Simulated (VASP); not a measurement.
# BaTiO3 (Pm-3m) in VASP: notebook, part 2 of 2

VASP 6.6.1. Earlier steps stand in the parts before.

### Step 3. Single point, PBE

File INCAR:

```
  PREC = Accurate
  ENCUT = 400
  EDIFF = 1E-7
  ISMEAR = 0
  SIGMA = 0.05
  LREAL = False
  LASPH = True
  NELM = 100
  ALGO = Normal
  ISIF = 2
  LWAVE = False
  LCHARG = False
  GGA = PE
  NBANDS = 28
  ADDGRID = False
```

File KPOINTS:

```
regular mesh
0
Gamma
  7 7 7
```

File POSCAR:

```
BaTiO3
1.0
    4.0060000000      0.0000000000      0.0000000000
    0.0000000000      4.0060000000      0.0000000000
    0.0000000000      0.0000000000      4.0060000000
Ba Ti O
1 1 3
Direct
    0.5000000000      0.5000000000      0.5000000000
    0.0000000000      0.0000000000      0.0000000000
    0.0000000000      0.0000000000      0.5000000000
    0.0000000000      0.5000000000      0.0000000000
    0.5000000000      0.0000000000      0.0000000000
```

Potentials or basis: VASP PAW PBE potentials, release 64 (Ba_sv, Ti_sv, O).

Command:

```sh
$ cat potpaw_PBE.64/Ba_sv/POTCAR potpaw_PBE.64/Ti_sv/POTCAR potpaw_PBE.64/O/POTCAR > POTCAR
$ mpirun -np 1 vasp_std > vasp.out
```

OUTCAR:

```text
PREC = Accurate
   ENCUT = 400
   EDIFF = 1E-7
   ISMEAR = 0
   LREAL = False
   LASPH = True
   NELM = 100
   ISIF = 2
   GGA = PE

 Found     20 irreducible k-points:

 Following reciprocal coordinates:
            Coordinates               Weight
  0.000000  0.000000  0.000000      1.000000
  0.142857  0.000000  0.000000      6.000000
  0.285714  0.000000  0.000000      6.000000
  0.428571  0.000000  0.000000      6.000000
  0.142857  0.142857  0.000000     12.000000
  0.285714  0.142857  0.000000     24.000000
   k-points           NKPTS =     20   k-points in BZ     NKDIM =     20   number of bands    NBANDS=     28
   number of dos      NEDOS =    301   number of ions     NIONS =      5
   total plane-waves  NPLWV =  21952
   dimension x,y,z NGX =    28 NGY =   28 NGZ =   28
   dimension x,y,z NGXF=    56 NGYF=   56 NGZF=   56
   ions per type =               1   1   3
   NGX,Y,Z   is equivalent  to a cutoff of  11.62, 11.62, 11.62 a.u.
   NGXF,Y,Z  is equivalent  to a cutoff of  23.24, 23.24, 23.24 a.u.
 SYSTEM =  unknown system
   PREC   = accura    normal or accurate (medium, high low for compatibility)
   ISTART =      0    job   : 0-new  1-cont  2-samecut
   ICHARG =      2    charge: 1-file 2-atom 10-const
   ISPIN  =      1    spin polarized calculation?
   LNONCOLLINEAR =      F non collinear calculations
   LSORBIT =      F    spin-orbit coupling
   LASPH  =      T    aspherical Exc in radial PAW
   ENCUT  =  400.0 eV  29.40 Ry    5.42 a.u.   6.53  6.53  6.53*2*pi/ulx,y,z
   NELM   =    100;   NELMIN=  2; NELMDL= -5     # of ELM steps
   EDIFF  = 0.1E-06   stopping-criterion for ELM
   LREAL  =      F    real-space projection
   EDIFFG = 0.1E-05   stopping-criterion for IOM
   NSW    =      0    number of steps for IOM
   IBRION =     -1    ionic relax: 0-MD 1-quasi-New 2-CG
   NFREE  =      0    steps in history (QN), initial steepest desc. (CG)
   ISIF   =      2    stress and relaxation
   ISYM   =      2    0-nonsym 1-usesym 2-fastsym
   POTIM  = 0.5000    time-step for ionic-motion
   TEBEG  =    0.0;   TEEND  =   0.0 temperature during run
   PSTRESS=    0.0 pullay stress
   NELECT =      40.0000    total number of electrons
   NUPDOWN=      -1.0000    fix difference up-down
   EMIN   =  10.00;   EMAX   =-10.00  energy-range for DOS
   EFERMI =   0.00;   METHOD = LEGACY
   ISMEAR =     0;   SIGMA  =   0.05  broadening in eV -4-tet -1-fermi 0-gaus
   EFERMI_NEDOS =   21; number of points for ismear=-14 and -15
   IALGO  =     38    algorithm
   IMIX   =      4    mixing-type and parameters
     AMIX     =   0.40;   BMIX     =  1.00
     AMIX_MAG =   1.60;   BMIX_MAG =  1.00
  volume/ion in A,a.u.               =      12.86        86.77
  Fermi-wavevector in a.u.,A,eV,Ry     =   1.397603  2.641087 26.576187  1.953295
  Thomas-Fermi vector in A             =   2.520843
   LORBIT       =      0    0 simple, 1 ext, 2 COOP (PROOUT), +10 PAW based schemes
   GGA     = PE    functional components
   LHFCALC =     F    Hartree Fock is set to
   AEXX    =    0.0000 exact exchange contribution
   IVDW    =     0    specifies the selected vdW correction
   LEPSILON=     F    determine dielectric tensor
   LRPA    =     F    only Hartree local field effects (RPA)
 non-spin polarized calculation
 Gauss-broadening in eV      SIGMA  =   0.05
  energy-cutoff  :      400.00
  volume of cell :       64.29
 maximum number of plane-waves:      1189
 NGX is ok and might be reduce to    28
   NGX = 13   NGY = 13   NGZ = 13

 number of electron      40.0000032 magnetization

 Free energy of the ion-electron system (eV)
  ---------------------------------------------------
  ext. energy  EPLUGINS =         0.00000000
  ---------------------------------------------------
  free energy    TOTEN  =       -40.01954794 eV

  energy without entropy =      -40.01954794  energy(sigma->0) =      -40.01954794

 E-fermi :   4.0359     XC(G=0): -11.2445

 val. band max:        3.7459796648   @ k =   0.4286   0.4286   0.4286
 cond. band min:       5.5498074946   @ k =   0.0000   0.0000   0.0000
 fundamental gap:      1.8038278298
 Fermi energy:         4.0358790109

 k-point     1 :       0.0000    0.0000    0.0000
  band No.  band energies     occupation
      1     -52.8340      2.00000
      2     -29.0528      2.00000
      3     -29.0528      2.00000
      4     -29.0528      2.00000
      5     -21.0057      2.00000
      6     -13.0760      2.00000
[... 20 lines left out ...]
     27       8.8643      0.00000
     28      11.1675      0.00000

 k-point     2 :       0.1429    0.0000    0.0000
  band No.  band energies     occupation
      1     -52.8336      2.00000
      2     -29.0626      2.00000
      3     -29.0525      2.00000
      4     -29.0525      2.00000
      5     -20.9839      2.00000
      6     -13.0890      2.00000
[... 20 lines left out ...]
     27       9.2620      0.00000
     28      11.6538      0.00000

 k-point     3 :       0.2857    0.0000    0.0000
  band No.  band energies     occupation
      1     -52.8332      2.00000
      2     -29.0844      2.00000
      3     -29.0516      2.00000
      4     -29.0516      2.00000
      5     -20.9344      2.00000
      6     -13.1768      2.00000
[... 20 lines left out ...]
     27      10.2627      0.00000
     28      12.1374      0.00000

 k-point     4 :       0.4286    0.0000    0.0000
  band No.  band energies     occupation
      1     -52.8328      2.00000
      2     -29.1018      2.00000
      3     -29.0510      2.00000
      4     -29.0510      2.00000
      5     -20.8938      2.00000
      6     -13.2851      2.00000
[... 20 lines left out ...]
     27      11.2384      0.00000
     28      12.0219      0.00000

 k-point     5 :       0.1429    0.1429    0.0000
  band No.  band energies     occupation
      1     -52.8333      2.00000
      2     -29.0624      2.00000
      3     -29.0620      2.00000
      4     -29.0521      2.00000
      5     -20.9636      2.00000
      6     -13.0770      2.00000
[... 20 lines left out ...]
     27       9.6484      0.00000
     28      11.8946      0.00000

 k-point     6 :       0.2857    0.1429    0.0000
  band No.  band energies     occupation
      1     -52.8329      2.00000
      2     -29.0839      2.00000
      3     -29.0612      2.00000
      4     -29.0513      2.00000
      5     -20.9173      2.00000
      6     -13.1159      2.00000
[... 20 lines left out ...]
     27      10.6370      0.00000
     28      12.4066      0.00000

 [... further k-points ...]
[... 5 lines left out ...]
  --------------------------------------------------------------------------------------
  -------------------------------------------------------------------------------------
  Total       -0.5440866     -0.5440866     -0.5440866      0.0000000     -0.0000000      0.0000000
  in kB      -13.5595648    -13.5595648    -13.5595648      0.0000000     -0.0000000      0.0000000
  external PRESSURE =     -13.5595648 kB  Pullay stress =       0.0000000 kB

 VOLUME and BASIS-vectors are now :
 -----------------------------------------------------------------------------
  energy-cutoff  :      400.00
  volume of cell :       64.29
      direct lattice vectors                 reciprocal lattice vectors
     4.006000000  0.000000000  0.000000000     0.249625562  0.000000000  0.000000000
     0.000000000  4.006000000  0.000000000     0.000000000  0.249625562  0.000000000
     0.000000000  0.000000000  4.006000000     0.000000000  0.000000000  0.249625562

 POSITION                                       TOTAL-FORCE (eV/Angst)
 -----------------------------------------------------------------------------------
      2.00300      2.00300      2.00300         0.000000      0.000000      0.000000
      0.00000      0.00000      0.00000         0.000000      0.000000      0.000000
      0.00000      0.00000      2.00300         0.000000      0.000000      0.000000
      0.00000      2.00300      0.00000         0.000000      0.000000      0.000000
      2.00300      0.00000      0.00000         0.000000      0.000000      0.000000
 -----------------------------------------------------------------------------------
    total drift:                               -0.000000      0.000000     -0.000000

  FREE ENERGIE OF THE ION-ELECTRON SYSTEM (eV)
  ---------------------------------------------------
  free  energy   TOTEN  =       -40.0195479436 eV

  energy  without entropy=      -40.0195479436  energy(sigma->0) =      -40.01954794
```

OSZICAR:

```text
N       E                     dE             d eps       ncg     rms          rms(c)
DAV:   1     0.370991220937E+03    0.37099E+03   -0.17570E+04  1124   0.126E+03
DAV:   2    -0.138041599753E+02   -0.38480E+03   -0.36665E+03  1264   0.377E+02
DAV:   3    -0.492867575292E+02   -0.35483E+02   -0.35228E+02  1348   0.121E+02
DAV:   4    -0.509037316251E+02   -0.16170E+01   -0.16145E+01  1756   0.228E+01
DAV:   5    -0.509271238303E+02   -0.23392E-01   -0.23386E-01  1396   0.268E+00    0.227E+01
DAV:   6    -0.402117046058E+02    0.10715E+02   -0.56126E+01  1596   0.648E+01    0.960E+00
DAV:   7    -0.401640439477E+02    0.47661E-01   -0.91559E+00  1460   0.216E+01    0.644E+00
DAV:   8    -0.400074953845E+02    0.15655E+00   -0.76221E-01  1356   0.755E+00    0.304E+00
DAV:   9    -0.400461434779E+02   -0.38648E-01   -0.24844E-01  1524   0.377E+00    0.145E+00
DAV:  10    -0.400206757886E+02    0.25468E-01   -0.12748E-01  1180   0.375E+00    0.311E-01
DAV:  11    -0.400196142224E+02    0.10616E-02   -0.10038E-02  1460   0.664E-01    0.110E-01
DAV:  12    -0.400199140196E+02   -0.29980E-03   -0.21343E-03  1664   0.372E-01    0.167E-01
DAV:  13    -0.400195529662E+02    0.36105E-03   -0.15089E-03  1456   0.377E-01    0.216E-02
DAV:  14    -0.400195475556E+02    0.54106E-05   -0.66916E-05  1364   0.734E-02    0.843E-03
DAV:  15    -0.400195489019E+02   -0.13463E-05   -0.62110E-06  1652   0.176E-02    0.903E-03
DAV:  16    -0.400195480404E+02    0.86150E-06   -0.62468E-06  1452   0.240E-02    0.437E-03
DAV:  17    -0.400195479391E+02    0.10135E-06   -0.33758E-07  1036   0.555E-03    0.121E-03
DAV:  18    -0.400195479436E+02   -0.45229E-08   -0.57071E-08   712   0.165E-03
   1 F= -.40019548E+02 E0= -.40019548E+02  d E =-.165451E-17
```

stdout:

```text
POSCAR found type information on POSCAR BaTiO
 POSCAR found :  3 types and       5 ions
 scaLAPACK will be used
 LDA part: xc-table for (Slater+PW92), standard interpolation
 POSCAR, INCAR and KPOINTS ok, starting setup
 FFT: planning ... GRIDC
 FFT: planning ... GRID_SOFT
 FFT: planning ... GRID
 WAVECAR not read
 entering main loop
```

It took 14 s on 1 thread of Intel Xeon 6975P-C (Granite Rapids), shared host; peak memory 0.17 GiB.

These settings aren't checked as converged: the numbers below hold their error.

Results:

| Quantity | Value |
| --- | --- |
| Free energy | -40.0195 eV |
| Band gap on the k mesh | 1.80 eV, indirect (least direct gap 1.89 eV) |

Caveat: the cutoff is under 1.25 times the usual one of these potentials, so pressure, stress and relaxed cells hold a basis-set (Pulay) error; spin-orbit coupling is left out, which moves the levels of the heavy elements; an odd mesh through Γ misses points on the zone boundary, where band edges often lie.

### Step 4. Single point, PBE

Edit INCAR of step 3 so:

```diff
@@ -1,5 +1,5 @@
   PREC = Accurate
-  ENCUT = 400
+  ENCUT = 460
   EDIFF = 1E-7
-  ISMEAR = 0
+  ISMEAR = -5
   SIGMA = 0.05
```

KPOINTS is that of step 3.

POSCAR is that of step 3.

Command:

```sh
$ cat potpaw_PBE.64/Ba_sv/POTCAR potpaw_PBE.64/Ti_sv/POTCAR potpaw_PBE.64/O/POTCAR > POTCAR
$ mpirun -np 1 vasp_std > vasp.out
```

It took 15 s on 1 thread of Intel Xeon 6975P-C (Granite Rapids), shared host; peak memory 0.17 GiB.

These settings aren't checked as converged: the numbers below hold their error.

Results:

```yaml
Free_energy: -39.9786 eV
Pressure: 2.6 GPa
Band_gap_on_the_k_mesh: 1.80 eV, indirect (least direct gap 1.89 eV)
```

Caveat: the cutoff is under 1.25 times the usual one of these potentials, so pressure, stress and relaxed cells hold a basis-set (Pulay) error; spin-orbit coupling is left out, which moves the levels of the heavy elements; an odd mesh through Γ misses points on the zone boundary, where band edges often lie.

### Step 5. The reference run

An earlier run on the cell as given: functional PBEsol; potentials or basis VASP PAW PBE potentials, release 64 (Ba_sv, Ti_sv, O); cutoff 520 eV; k mesh 7 × 7 × 7; occupations fermi-dirac, width 0.05 eV; no spin polarisation.

* Pressure: -2.8 GPa
* Band gap on the k mesh: 1.76 eV, indirect (least direct gap 1.84 eV)
